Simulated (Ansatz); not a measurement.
Nb under changes of volume

One of the cells (18.922 Å³/atom); the others are scaled copies at fixed shape and fractional positions:

```
Nb
1.0
     0.00000    2.11500    2.11500
     2.11500    0.00000    2.11500
     2.11500    2.11500    0.00000
Nb
1
Cartesian
  0.0000 0.0000 0.0000
```

This isn't the form of Nb at room conditions, which is bcc.

| Item | Value |
| --- | --- |
| Program | Ansatz 0.2.0 |
| Functional | PBE0 |
| Potentials or basis | Ansatz PAW |
| Cutoff | 420 eV (not typed: the program's choice for these potentials) |
| k mesh | 6 × 6 × 6 |
| Occupations | fermi-dirac, width 0.05 eV |
| Spin | no spin polarisation |

```tsv
volume (Å³/atom)	energy over the lowest point (meV/atom)	pressure (GPa)
17.786	?	?
18.165	47.42	3.1
18.543	0.00	1.6
18.922	0.90	-2.3
19.300	10.66	-5.9
19.679	28.48	-9.1
20.057	53.65	-12.0
```

What does the run at 17.786 Å³/atom give?

Energy over the lowest point 58.75 meV/atom; pressure 7.4 GPa.

The energies don't lie on one smooth curve, so no fit is given. The run at 18.165 Å³/atom lies farthest off, from a change of basis, grid or state.

Energies are extrapolated to zero smearing.

Caveats: all runs use coarse meshes; the PAW data sets come from PBE, with cores solved anew for the run's functional, which leaves a small shift of forces and pressure; the thresholds are loose for stress.
